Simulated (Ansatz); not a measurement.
Runs of Ansatz 0.2.0 on SnSe2. The structure is trigonal, space group P-3m1 (No. 164). The conventional cell has a = 3.811 Å, b = 3.811 Å, c = 6.136 Å, α = 90.00°, β = 90.00°, γ = 120.00°. Around Sn (site symmetry -3m) lie 6 Se at 2.68 Å. Se (site symmetry 3m) has 3 Sn at 2.68 Å as nearest neighbours. 

```csv
task,level,cutoff (eV),points for each segment of the path,gap on the mesh (eV),pressure (GPa),V0 of scaled cells (Å³/atom),B0 (GPa),largest force (eV/Å)
band structure,LDA,420,14,(a),0.8,-,-,0.48
equation of state,LDA,420,-,-,-,26.02,69,-
equation of state,r2SCAN,500,-,-,-,27.00,66,-
band structure,PBE,420,14,(b),5.5,-,-,0.79
```

Alike in all rows: potentials or basis Ansatz PAW; no spin polarisation; cell as given; k mesh 8 × 8 × 5; smearing fermi-dirac 0.05 eV.

**Question.** Fill in the values left out.

**Answer.** (a) 0.67; (b) 0.81.

Caveats: the k mesh misses the band edges, so the gap on the mesh is wider than the one along the path (some runs); spin-orbit coupling is left out, which moves the levels of the heavy elements (some runs); the cell was scaled at fixed shape and fractional positions, which overstates the stiffness of a crystal with free parameters, most of all of layers and chains (some runs); the PAW data sets come from PBE, with cores solved anew for the run's functional, which leaves a small shift of forces and pressure (some runs); the PAW data sets were made with another functional, which shifts forces and pressure a little (some runs); this functional lacks dispersion, which binds the layers, so the pressure and a relaxed spacing across them are unreliable (some runs).

A k mesh can miss the band edges, and the runs leave out spin-orbit coupling on Se, Sn.
